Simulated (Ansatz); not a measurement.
# AlNi (rocksalt type): the cost of one run

Computed with Ansatz 0.2.0 (DFT, PBE, PAW with Ansatz's default frozen-core files, scalar-relativistic, unless a step's input says otherwise).

## 1. The structure to begin with

Symmetry: Fm-3m, No. 225, cubic system. Conventional cell: a = 4.849 Å, b = 4.849 Å, c = 4.849 Å, α = 90.00°, β = 90.00°, γ = 90.00°. Ni (site symmetry m-3m) has 6 Al at 2.42 Å as nearest neighbours. Around Al (site symmetry m-3m) lie 6 Ni at 2.42 Å.

As a file:

```cif
data_structure
_symmetry_space_group_name_H-M 'Fm-3m'
_symmetry_Int_Tables_number 225
_cell_length_a 4.8489
_cell_length_b 4.8489
_cell_length_c 4.8489
_cell_angle_alpha 90.000
_cell_angle_beta 90.000
_cell_angle_gamma 90.000
_cell_volume 114.01
loop_
_atom_site_label
_atom_site_type_symbol
_atom_site_symmetry_multiplicity
_atom_site_Wyckoff_symbol
_atom_site_fract_x
_atom_site_fract_y
_atom_site_fract_z
_atom_site_occupancy
Ni1 Ni 4 a 0.00000 0.00000 0.00000 1
Al1 Al 4 b 0.50000 0.00000 0.00000 1
```

The file gives the conventional cell by its symmetry; the runs use the cell typed in the input.

Atoms are numbered in the order of the input: Ni1, Al2.

## 2. Cell relaxed at zero pressure, PAW

File input.yaml:

```yaml
crystal:
  lattice:
    - [0.0, 2.4244436911, 2.4244436911]
    - [2.4244436911, 0.0, 2.4244436911]
    - [2.4244436911, 2.4244436911, 0.0]
  atoms:
    - { symbol: Ni, position: [0.0, 0.0, 0.0] }
    - { symbol: Al, position: [0.5, 0.5, 0.5] }
kpoints:
  mp_grid: { grid: [14, 14, 14] }
scf:
  occupations: { method: fermi_dirac, width: 0.05 }
hamiltonian:
  xc: pbe
  pseudopotentials: { kind: paw }
output:
  forces: true
  stress: true
relax:
  f_tol: 0.005
  max_steps: 40
  cell: {}
```

Command:

```bash
$ ansatz run input.yaml --threads 1 --pin off --max-ram 3584MiB --backend cpu --events-out ev --progress --plain --runs-dir out
```

What time and memory should one allow on 1 thread of Arm Neoverse V2, shared host?

About 7.1 s, with a peak of 0.33 GiB.
